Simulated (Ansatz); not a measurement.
An input for Ansatz 0.2.0 (S on the Cd site in CdS (32-atom cell)):

```yaml
crystal:
  lattice:
    - [4.15, -7.1880108514, 0.0]
    - [-4.15, -7.1880108514, 0.0]
    - [0.0, 0.0, -13.474]
  atoms:
    - { symbol: S, position: [0.7355208784, 0.8728689609, 0.9732354193] }
    - { symbol: Cd, position: [0.8371672925, 0.8291204004, 0.5002799537] }
    - { symbol: Cd, position: [0.3224735566, 0.8323085599, 0.0044691797] }
    - { symbol: Cd, position: [0.3351184003, 0.8289371305, 0.4993428009] }
    - { symbol: Cd, position: [0.3405941157, 0.3453797912, 0.0072653944] }
    - { symbol: Cd, position: [0.3359946126, 0.3313483603, 0.5035747703] }
    - { symbol: Cd, position: [0.853739171, 0.3236883602, 0.0006959639] }
    - { symbol: Cd, position: [0.8371263193, 0.3299224737, 0.4997623512] }
    - { symbol: Cd, position: [0.1677365094, 0.6538117732, 0.7569890688] }
    - { symbol: Cd, position: [0.1862870749, 0.6605563231, 0.2460042773] }
    - { symbol: Cd, position: [0.6487424841, 0.6517094529, 0.7477162039] }
    - { symbol: Cd, position: [0.6830863339, 0.6747046316, 0.2507403497] }
    - { symbol: Cd, position: [0.6601487961, 0.160789826, 0.7524840024] }
    - { symbol: Cd, position: [0.6747155408, 0.1715251316, 0.2527164719] }
    - { symbol: Cd, position: [0.165819489, 0.160743286, 0.7497909613] }
    - { symbol: Cd, position: [0.1773425534, 0.1670935601, 0.2511248087] }
    - { symbol: S, position: [0.8194454162, 0.8155780492, 0.8154242496] }
    - { symbol: S, position: [0.8494222077, 0.8362055334, 0.3132715612] }
    - { symbol: S, position: [0.3239256814, 0.8302031647, 0.8143568599] }
    - { symbol: S, position: [0.3485215966, 0.8318295564, 0.3110697206] }
    - { symbol: S, position: [0.3327137646, 0.3231130026, 0.8168730831] }
    - { symbol: S, position: [0.342711875, 0.3325511873, 0.3167407524] }
    - { symbol: S, position: [0.8325990159, 0.3225694304, 0.8123536241] }
    - { symbol: S, position: [0.8423693189, 0.3403002661, 0.3114868434] }
    - { symbol: S, position: [0.167473797, 0.664616789, 0.5674764384] }
    - { symbol: S, position: [0.1644546394, 0.6703988905, 0.0644287247] }
    - { symbol: S, position: [0.6682952941, 0.6627761219, 0.5618825631] }
    - { symbol: S, position: [0.6702434018, 0.6793983566, 0.0465015648] }
    - { symbol: S, position: [0.6715515112, 0.1616952858, 0.5648467773] }
    - { symbol: S, position: [0.6680213813, 0.1904915151, 0.0684290511] }
    - { symbol: S, position: [0.1697506472, 0.162042321, 0.5622613034] }
    - { symbol: S, position: [0.1807852906, 0.1663028953, 0.063339557] }
kpoints:
  mp_grid: { grid: [2, 2, 2] }
hamiltonian:
  xc: lda
  pseudopotentials: { kind: paw, azcp: { folder: soft_1 }, xc_functional: pbe }
scf:
  occupations: { method: fixed }
  n_extra_bands: 11
output:
  eigenvalues: true
  band_densities:
    - { bands: [v5, v5] }
    - { bands: [v4, v4] }
    - { bands: [v3, v3] }
    - { bands: [v2, v2] }
    - { bands: [v1, v1] }
    - { bands: [c1, c1] }
    - { bands: [c2, c2] }
    - { bands: [c3, c3] }
    - { bands: [c4, c4] }
    - { bands: [c5, c5] }
  volumetric_format: npy
```

```sh
ansatz run input.yaml --threads 3 --pin off --max-ram 92160MiB --backend cuda --events-out ev --progress --plain --runs-dir out --devices 1 --max-vram 13GiB
```

How long will it take on 1 × NVIDIA H100 80GB HBM3 (shared by 6 runs) with 3 threads of AMD EPYC 7R13 (Zen 3), shared host, and how much memory?

It took 23 s; on shared hardware allow 12 s to 46 s. Peak host memory was 1.5 GiB. The sizes that set the cost: 15669 plane waves a state, 8 irreducible k points and 11 SCF cycles.

[Paths, hosts, dates, memory and timing lines, banners, echoed tables and standing remarks are left out of the program output.]

[Logs are printed without paths, hosts, clocks, repeated set-up lines and the standing remarks that a program may print on its own settings, such as how far it seeks lower states.]

[Runs of the session that timed out or met a known fault of the program may be left out.]

[Cells called generated may have been cut or substituted from an entry of the Crystallography Open Database or the Materials Project.]

[Hosts, paths, dates, database ids (printed as entryN), source tags and the programs' standing remarks are cut or masked in the printed files.]
